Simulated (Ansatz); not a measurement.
A run of Ansatz 0.2.0 is set up as follows.

run.py

```python
import json

import ase.io
import numpy as np
import spglib

import ansatz as az

atoms = ase.io.read("La.cif")
cell, frac, numbers = spglib.find_primitive((atoms.cell[:], atoms.get_scaled_positions(), atoms.numbers), symprec=1e-5)
atoms = ase.Atoms(numbers, cell=cell, scaled_positions=frac, pbc=True)

calculation = (
    az.Crystal.from_ase(atoms)
    .calculation()
    .kpoints(9, 9, 9)
    .functional("lda")
    .pseudopotentials(kind="paw_fr")
    .hubbard(projectors="all-electron-atomic", double_counting="amf")
    .hubbard("La", "f", u_eff=5.0)
    .spin("noncollinear", soc=True)
    .occupations(method="tetrahedron")
    .forces()
    .stress()
)
outcome = calculation.run(threads=2, events_out="events.jsonl")

report = outcome.report
for line in open("events.jsonl"):
    event = json.loads(line)
    if event["event"] == "scf_iter":
        d = event["data"]
        print(f"SCF {d['iter']:3d}  HF = {d['harris_foulkes_ev']:.6f} eV  dr2 = {d['dr2_ev']:.2e} eV")
    elif event["event"] in ("relax_step", "md_step"):
        d = event["data"]
        print(f"{event['event']} {d['step']:3d}  E = {d['lagrangian_ev']:.6f} eV")
np.set_printoptions(precision=5, suppress=True, linewidth=110)
print("converged:", report["converged"], "after", report["n_iterations"], "iterations")
print(f"free energy {report['free_energy_ev']:.6f} eV, Fermi level {report['fermi_energy_ev']:.4f} eV")
for key in ("band_edges_ev", "magnetization_mub", "site_moments_mub", "site_moments_nc_mub", "forces_ev_ang",
                "stress_gpa"):
    if report.get(key) is not None:
        print(key, np.array(report[key]), sep="\n")
```

La.cif

```cif
data_La
_cell_length_a 4.24766214
_cell_length_b 4.24766214
_cell_length_c 4.24766214
_cell_angle_alpha 90.00000000
_cell_angle_beta 90.00000000
_cell_angle_gamma 90.00000000
_space_group_name_H-M_alt 'Im-3m'
_space_group_name_Hall '-I 4 2 3'
_space_group_IT_number 229
loop_
_space_group_symop_operation_xyz
'x,y,z'
'-x,-y,-z'
'-y,x,z'
'y,-x,-z'
'-x,-y,z'
'x,y,-z'
'y,-x,z'
'-y,x,-z'
'x,-y,-z'
'-x,y,z'
'-y,-x,-z'
'y,x,z'
'-x,y,-z'
'x,-y,z'
'y,x,-z'
'-y,-x,z'
'z,x,y'
'-z,-x,-y'
'z,-y,x'
'-z,y,-x'
'z,-x,-y'
'-z,x,y'
'z,y,-x'
'-z,-y,x'
'-z,x,-y'
'z,-x,y'
'-z,-y,-x'
'z,y,x'
'-z,-x,y'
'z,x,-y'
'-z,y,x'
'z,-y,-x'
'y,z,x'
'-y,-z,-x'
'x,z,-y'
'-x,-z,y'
'-y,z,-x'
'y,-z,x'
'-x,z,y'
'x,-z,-y'
'-y,-z,x'
'y,z,-x'
'-x,-z,-y'
'x,z,y'
'y,-z,-x'
'-y,z,x'
'x,-z,y'
'-x,z,-y'
'x+1/2,y+1/2,z+1/2'
'-x+1/2,-y+1/2,-z+1/2'
'-y+1/2,x+1/2,z+1/2'
'y+1/2,-x+1/2,-z+1/2'
'-x+1/2,-y+1/2,z+1/2'
'x+1/2,y+1/2,-z+1/2'
'y+1/2,-x+1/2,z+1/2'
'-y+1/2,x+1/2,-z+1/2'
'x+1/2,-y+1/2,-z+1/2'
'-x+1/2,y+1/2,z+1/2'
'-y+1/2,-x+1/2,-z+1/2'
'y+1/2,x+1/2,z+1/2'
'-x+1/2,y+1/2,-z+1/2'
'x+1/2,-y+1/2,z+1/2'
'y+1/2,x+1/2,-z+1/2'
'-y+1/2,-x+1/2,z+1/2'
'z+1/2,x+1/2,y+1/2'
'-z+1/2,-x+1/2,-y+1/2'
'z+1/2,-y+1/2,x+1/2'
'-z+1/2,y+1/2,-x+1/2'
'z+1/2,-x+1/2,-y+1/2'
'-z+1/2,x+1/2,y+1/2'
'z+1/2,y+1/2,-x+1/2'
'-z+1/2,-y+1/2,x+1/2'
'-z+1/2,x+1/2,-y+1/2'
'z+1/2,-x+1/2,y+1/2'
'-z+1/2,-y+1/2,-x+1/2'
'z+1/2,y+1/2,x+1/2'
'-z+1/2,-x+1/2,y+1/2'
'z+1/2,x+1/2,-y+1/2'
'-z+1/2,y+1/2,x+1/2'
'z+1/2,-y+1/2,-x+1/2'
'y+1/2,z+1/2,x+1/2'
'-y+1/2,-z+1/2,-x+1/2'
'x+1/2,z+1/2,-y+1/2'
'-x+1/2,-z+1/2,y+1/2'
'-y+1/2,z+1/2,-x+1/2'
'y+1/2,-z+1/2,x+1/2'
'-x+1/2,z+1/2,y+1/2'
'x+1/2,-z+1/2,-y+1/2'
'-y+1/2,-z+1/2,x+1/2'
'y+1/2,z+1/2,-x+1/2'
'-x+1/2,-z+1/2,-y+1/2'
'x+1/2,z+1/2,y+1/2'
'y+1/2,-z+1/2,-x+1/2'
'-y+1/2,z+1/2,x+1/2'
'x+1/2,-z+1/2,y+1/2'
'-x+1/2,z+1/2,-y+1/2'
loop_
_atom_site_label
_atom_site_type_symbol
_atom_site_symmetry_multiplicity
_atom_site_Wyckoff_symbol
_atom_site_fract_x
_atom_site_fract_y
_atom_site_fract_z
_atom_site_occupancy
La1 La 2 a 0.0000000000 0.0000000000 0.0000000000 1
```

Potentials or basis: Ansatz PAW.

The run is started by

```sh
$ python run.py
```

Q: What does it give for the band gap on the k mesh?

A: None (metal or under the smearing width).

Q: Estimate the pressure.

A: -3.8 GPa.

Caveat: the magnetic or orbital state may not be the lowest; U without spin polarisation on a metal has little footing; the U is typed as a test and isn't derived for this compound; with tetrahedron occupations forces and stress needn't match the slope of the energy.
